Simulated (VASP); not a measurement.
# MgI2 (P-3m1) in VASP: single point with LDA

Aim: the single point of MgI2 with LDA.

Program: VASP 6.6.1. These are calculated values, not measurements. Logs are shortened: lines on timing, memory, paths and dates and some standing lists are left out, and cuts for length are marked.

### 1 Starting point

It takes space group P-3m1 (No. 164, trigonal). Conventional cell: a = 4.140 Å, b = 4.140 Å, c = 6.880 Å, α = 90.00°, β = 90.00°, γ = 120.00°. Around Mg (site symmetry -3m) lie 6 I at 2.94 Å. Around I (site symmetry 3m) lie 3 Mg at 2.94 Å.

### 2 Single point, LDA

File INCAR:

```
SYSTEM = MgI2
PREC = Accurate
ENCUT = 520
EDIFF = 1E-7
ISMEAR = 0
SIGMA = 0.01
LREAL = .FALSE.
LASPH = .TRUE.
NELM = 100
ALGO = Fast
ISIF = 2
LWAVE = .FALSE.
LCHARG = .FALSE.
NBANDS = 15
```

File KPOINTS:

```
Automatic mesh
0
G
  5 5 3
  0 0 0
```

File POSCAR:

```
MgI2
1.0
    4.1400000000      0.0000000000      0.0000000000
   -2.0700000000      3.5853450000      0.0000000000
    0.0000000000      0.0000000000      6.8800000000
Mg I
1 2
Direct
    0.0000000000      0.0000000000      0.0000000000
    0.3333330000      0.6666670000      0.2500000000
    0.6666670000      0.3333330000      0.7500000000
```

Potentials or basis: VASP PAW LDA potentials, release 64 (Mg, I).

Started as:

```bash
cat potpaw_LDA.64/Mg/POTCAR potpaw_LDA.64/I/POTCAR > POTCAR
mpirun -np 1 vasp_std > vasp.out
```

OUTCAR:

```text
SYSTEM = MgI2
   PREC = Accurate
   ENCUT = 520
   EDIFF = 1E-7
   ISMEAR = 0
   LREAL = .FALSE.
   LASPH = .TRUE.
   NELM = 100
   ISIF = 2

 ion  position               nearest neighbor table
   1  0.000  0.000  0.000-   2 2.94   3 2.94   2 2.94   3 2.94   3 2.94   2 2.94
   2  0.333  0.667  0.250-   1 2.94   1 2.94   1 2.94
   3  0.667  0.333  0.750-   1 2.94   1 2.94   1 2.94

  LATTYP: Found a hexagonal cell.
 ALAT       =     4.1400000000
 C/A-ratio  =     1.6618357488

  Lattice vectors:

 A1 = (   4.1400000000,   0.0000000000,   0.0000000000)
 A2 = (  -2.0700000000,   3.5853450000,   0.0000000000)
 A3 = (   0.0000000000,   0.0000000000,   6.8800000000)

Analysis of symmetry for initial positions (statically):
=====================================================================
 Subroutine PRICEL returns:
 Original cell was already a primitive cell.

 Routine SETGRP: Setting up the symmetry group for a
 hexagonal supercell.

 Subroutine GETGRP returns: Found 12 space group operations
 (whereof 12 operations were pure point group operations)
 out of a pool of 24 trial point group operations.

The static configuration has the point symmetry D_3d.

Analysis of symmetry for dynamics (positions and initial velocities):
=====================================================================
 Subroutine PRICEL returns:
 Original cell was already a primitive cell.

 Routine SETGRP: Setting up the symmetry group for a
 hexagonal supercell.

 Subroutine GETGRP returns: Found 12 space group operations
 (whereof 12 operations were pure point group operations)
 out of a pool of 24 trial point group operations.

The dynamic configuration has the point symmetry D_3d.

 Subroutine INISYM returns: Found 12 space group operations
 (whereof 12 operations are pure point group operations),
 and found     1 'primitive' translations

----------------------------------------------------------------------------------------

                                     Primitive cell

  volume of cell :     102.1221

  direct lattice vectors                    reciprocal lattice vectors
     4.140000000  0.000000000  0.000000000     0.241545894  0.139456593  0.000000000
    -2.070000000  3.585345000  0.000000000     0.000000000  0.278913187  0.000000000
     0.000000000  0.000000000  6.880000000     0.000000000  0.000000000  0.145348837

  length of vectors
     4.140000000  4.139999851  6.880000000     0.278913177  0.278913187  0.145348837

  position of ions in fractional coordinates (direct lattice)
     0.000000000  0.000000000  0.000000000
     0.333333000  0.666667000  0.250000000
     0.666667000  0.333333000  0.750000000

  ion indices of the primitive-cell ions
   primitive index   ion index
                 1           1
                 2           2
                 3           3

----------------------------------------------------------------------------------------

 KPOINTS: Automatic mesh

Automatic generation of k-mesh.
 Grid dimensions read from file:
 generate k-points for:    5    5    3

 Generating k-lattice:

  Cartesian coordinates                     Fractional coordinates (reciprocal lattice)
     0.048309179  0.027891319  0.000000000     0.200000000 -0.000000000  0.000000000
     0.000000000  0.055782637  0.000000000     0.000000000  0.200000000  0.000000000
     0.000000000  0.000000000  0.048449612     0.000000000  0.000000000  0.333333333

  Length of vectors
     0.055782635  0.055782637  0.048449612

  Shift w.r.t. Gamma in fractional coordinates (k-lattice)
     0.000000000  0.000000000  0.000000000

 Subroutine IBZKPT returns following result:
 ===========================================

 Found     12 irreducible k-points:

 Following reciprocal coordinates:
            Coordinates               Weight
  0.000000  0.000000  0.000000      1.000000
  0.200000 -0.000000  0.000000      6.000000
  0.400000 -0.000000  0.000000      6.000000
  0.200000  0.200000  0.000000      6.000000
  0.400000  0.200000  0.000000      6.000000
  0.000000  0.000000  0.333333      2.000000
  0.200000 -0.000000  0.333333      6.000000
  0.000000  0.200000  0.333333      6.000000
  0.400000 -0.000000  0.333333      6.000000
  0.000000  0.400000  0.333333      6.000000
  0.200000  0.200000  0.333333     12.000000
  0.400000  0.200000  0.333333     12.000000
   k-points           NKPTS =     12   k-points in BZ     NKDIM =     12   number of bands    NBANDS=     15
   number of dos      NEDOS =    301   number of ions     NIONS =      3
   total plane-waves  NPLWV =  55296
   dimension x,y,z NGX =    32 NGY =   32 NGZ =   54
   dimension x,y,z NGXF=    64 NGYF=   64 NGZF=  108
   ions per type =               1   2
   NGX,Y,Z   is equivalent  to a cutoff of  12.85, 12.85, 13.05 a.u.
   NGXF,Y,Z  is equivalent  to a cutoff of  25.70, 25.70, 26.10 a.u.
 SYSTEM =  MgI2
   PREC   = accura    normal or accurate (medium, high low for compatibility)
   ISTART =      0    job   : 0-new  1-cont  2-samecut
   ICHARG =      2    charge: 1-file 2-atom 10-const
   ISPIN  =      1    spin polarized calculation?
   LNONCOLLINEAR =      F non collinear calculations
   LSORBIT =      F    spin-orbit coupling
   LASPH  =      T    aspherical Exc in radial PAW
   ENCUT  =  520.0 eV  38.22 Ry    6.18 a.u.   7.70  7.70 12.79*2*pi/ulx,y,z
   NELM   =    100;   NELMIN=  2; NELMDL= -5     # of ELM steps
   EDIFF  = 0.1E-06   stopping-criterion for ELM
   LREAL  =      F    real-space projection
   EDIFFG = 0.1E-05   stopping-criterion for IOM
   NSW    =      0    number of steps for IOM
   IBRION =     -1    ionic relax: 0-MD 1-quasi-New 2-CG
   NFREE  =      0    steps in history (QN), initial steepest desc. (CG)
   ISIF   =      2    stress and relaxation
   ISYM   =      2    0-nonsym 1-usesym 2-fastsym
   POTIM  = 0.5000    time-step for ionic-motion
   TEBEG  =    0.0;   TEEND  =   0.0 temperature during run
   PSTRESS=    0.0 pullay stress
   NELECT =      16.0000    total number of electrons
   NUPDOWN=      -1.0000    fix difference up-down
   EMIN   =  10.00;   EMAX   =-10.00  energy-range for DOS
   EFERMI =   0.00;   METHOD = LEGACY
   ISMEAR =     0;   SIGMA  =   0.01  broadening in eV -4-tet -1-fermi 0-gaus
   EFERMI_NEDOS =   21; number of points for ismear=-14 and -15
   IALGO  =     68    algorithm
   IMIX   =      4    mixing-type and parameters
     AMIX     =   0.40;   BMIX     =  1.00
     AMIX_MAG =   1.60;   BMIX_MAG =  1.00
  volume/ion in A,a.u.               =      34.04       229.72
  Fermi-wavevector in a.u.,A,eV,Ry     =   0.882555  1.667786 10.597613  0.778903
  Thomas-Fermi vector in A             =   2.003202
   LORBIT       =      0    0 simple, 1 ext, 2 COOP (PROOUT), +10 PAW based schemes
   GGA     = CA    functional components
   LHFCALC =     F    Hartree Fock is set to
   AEXX    =    0.0000 exact exchange contribution
   IVDW    =     0    specifies the selected vdW correction
   LEPSILON=     F    determine dielectric tensor
   LRPA    =     F    only Hartree local field effects (RPA)
 non-spin polarized calculation
 RMM-DIIS sequential band-by-band and
 Gauss-broadening in eV      SIGMA  =   0.01
  energy-cutoff  :      520.00
  volume of cell :      102.12
 maximum number of plane-waves:      2779
 NGX is ok and might be reduce to    32
   NGX = 15   NGY = 15   NGZ = 25

 number of electron      16.0000002 magnetization

 Free energy of the ion-electron system (eV)
  ---------------------------------------------------
  ext. energy  EPLUGINS =         0.00000000
  ---------------------------------------------------
  free energy    TOTEN  =        -9.04032248 eV

  energy without entropy =       -9.04032248  energy(sigma->0) =       -9.04032248

 E-fermi :   2.2719     XC(G=0):  -8.5940

 val. band max:        2.1935630709   @ k =   0.0000   0.0000   0.0000
 cond. band min:       5.5236574990   @ k =   0.0000   0.4000   0.3333
 fundamental gap:      3.3300944282
 Fermi energy:         2.2719145497

 k-point     1 :       0.0000    0.0000    0.0000
  band No.  band energies     occupation
      1      -9.8940      2.00000
      2      -9.2141      2.00000
      3      -1.4525      2.00000
      4       1.8271      2.00000
      5       1.8271      2.00000
      6       2.1754      2.00000
      7       2.1936      2.00000
      8       2.1936      2.00000
      9       5.5681      0.00000
     10       6.8757      0.00000
     11       8.8782      0.00000
     12       8.8782      0.00000
     13       9.5248      0.00000
     14      10.3793      0.00000
     15      10.3793      0.00000

 k-point     2 :       0.2000   -0.0000    0.0000
  band No.  band energies     occupation
      1      -9.6946      2.00000
      2      -9.1108      2.00000
      3      -1.1565      2.00000
      4       0.4899      2.00000
      5       1.0140      2.00000
      6       1.4173      2.00000
      7       2.0244      2.00000
      8       2.0899      2.00000
      9       6.6148      0.00000
     10       7.4245      0.00000
     11       8.4248      0.00000
     12       9.1015      0.00000
     13       9.2267      0.00000
     14       9.9859      0.00000
     15      10.9498      0.00000
[... 149 lines left out ...]
      3      -0.9543      2.00000
      4      -0.3937      2.00000
      5       0.4746      2.00000
      6       0.8356      2.00000
      7       1.2172      2.00000
      8       1.7365      2.00000
      9       6.5212      0.00000
     10       7.7201      0.00000
     11       8.7001      0.00000
     12       9.1294      0.00000
     13       9.5182      0.00000
     14       9.6110      0.00000
     15      10.5108      0.00000

 k-point    12 :       0.4000    0.2000    0.3333
  band No.  band energies     occupation
      1      -9.0756      2.00000
      2      -9.0020      2.00000
      3      -1.2247      2.00000
      4      -0.7110      2.00000
      5      -0.0040      2.00000
      6       0.4832      2.00000
      7       1.2840      2.00000
      8       1.5978      2.00000
      9       6.2076      0.00000
     10       7.8395      0.00000
     11       8.1798      0.00000
     12       8.8324      0.00000
     13       9.3170      0.00000
     14      10.5814      0.00000
     15      11.8053      0.00000

------------------------ aborting loop because EDIFF is reached ----------------------------------------

  FORCE on cell =-STRESS in cart. coord.  units (eV):
  Direction    XX          YY          ZZ          XY          YZ          ZX
  --------------------------------------------------------------------------------------
  -------------------------------------------------------------------------------------
  Total       -1.1977183     -1.1977182     -1.5805163     -0.0000000      0.0000000     -0.0000000
  in kB      -18.7908113    -18.7908095    -24.7964679     -0.0000000      0.0000000     -0.0000000
  external PRESSURE =     -20.7926962 kB  Pullay stress =       0.0000000 kB

 VOLUME and BASIS-vectors are now :
 -----------------------------------------------------------------------------
  energy-cutoff  :      520.00
  volume of cell :      102.12
      direct lattice vectors                 reciprocal lattice vectors
     4.140000000  0.000000000  0.000000000     0.241545894  0.139456593  0.000000000
    -2.070000000  3.585345000  0.000000000     0.000000000  0.278913187  0.000000000
     0.000000000  0.000000000  6.880000000     0.000000000  0.000000000  0.145348837

 POSITION                                       TOTAL-FORCE (eV/Angst)
 -----------------------------------------------------------------------------------
      0.00000      0.00000      0.00000        -0.000000      0.000000      0.000000
     -0.00000      2.39023      1.72000        -0.000000      0.000000     -0.390629
      2.07000      1.19511      5.16000         0.000000     -0.000000      0.390629
 -----------------------------------------------------------------------------------
    total drift:                                0.000000     -0.000000      0.000000

  FREE ENERGIE OF THE ION-ELECTRON SYSTEM (eV)
  ---------------------------------------------------
  free  energy   TOTEN  =        -9.0403224786 eV

  energy  without entropy=       -9.0403224786  energy(sigma->0) =       -9.04032248
```

Wall time 16 s (1 thread of Intel Xeon Platinum 8259CL at 2.50GHz (Skylake/Cascade Lake), shared host); peak memory 0.19 GiB.

Results:

```yaml
Free_energy: -9.0403 eV
Pressure: -2.1 GPa
Largest_force: 0.391 eV/Å
Band_gap_on_the_k_mesh: 3.33 eV, indirect (least direct gap 3.37 eV)
```

Forces on the atoms (eV/Å):
```
Mg   0.000  0.000  0.000
I    0.000  0.000 -0.391
I    0.000  0.000  0.391
```

Stress tensor (GPa, compression positive):
```
-1.88  0.00  0.00
 0.00 -1.88  0.00
 0.00  0.00 -2.48
```

Caveat: spin-orbit coupling is left out, which moves the levels of the heavy elements; an odd mesh through Γ misses points on the zone boundary, where band edges often lie; the cell's inner coordinates are idealised or old, which leaves forces on the atoms.
